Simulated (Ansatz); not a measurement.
Level of theory: Ansatz, DFT PBE, scalar-relativistic, plane waves, PAW. All cells share a 420 eV cutoff and Γ-centred k meshes spaced at most about 0.3 Å⁻¹ (about 0.25 or finer for metals, 2π included). No spin polarisation.

All energies are static (0 K, no zero-point motion).

Task: Which of these relaxed structures of HgH is the lowest in energy?
1.

```
Hg H
1.0
     3.49844    0.00000    0.00000
    -1.74922    3.02974    0.00000
     0.00000    0.00000    5.55614
Hg H
2 2
Cartesian
  0.0000 2.0198 4.1671
  1.7492 1.0099 1.3890
  0.0000 0.0000 0.0000
  0.0000 0.0000 2.7781
```

2.

```
Hg H
1.0
     3.35308    0.00000    0.00000
    -1.67654    2.90385    0.00000
     0.00000    0.00000    3.01286
Hg H
1 1
Direct
  0.00000 0.00000 0.00000
  0.66667 0.33333 0.50000
```

Result: 2. The other, cell 1, lies 11 meV/atom higher. Forms: cell 2 tungsten carbide type, P-6m2; cell 1 anti-nickel arsenide type, P6_3/mmc. Counting H atoms around Hg (those within 1.25 times the shortest such distance or 1.15 times the sum of covalent radii; the shortest distance is added where it is long for a bond): cell 2 has Hg 6 from 2.5 Å; cell 1 has Hg 6 from 2.5 Å. Both come from invented guesses. Even the lowest of the cells shown lies +0.71 eV/atom against the elements.

For metals, differences of a few meV/atom aren't resolved. Spin–orbit coupling, which can matter for Hg, is left out. With hydrogen, zero-point motion can shift such differences by 10 meV/atom or more. Cells relaxed within their symmetry can be saddle points. Some types were kept out of the candidates beforehand, so the set may lack a known form.
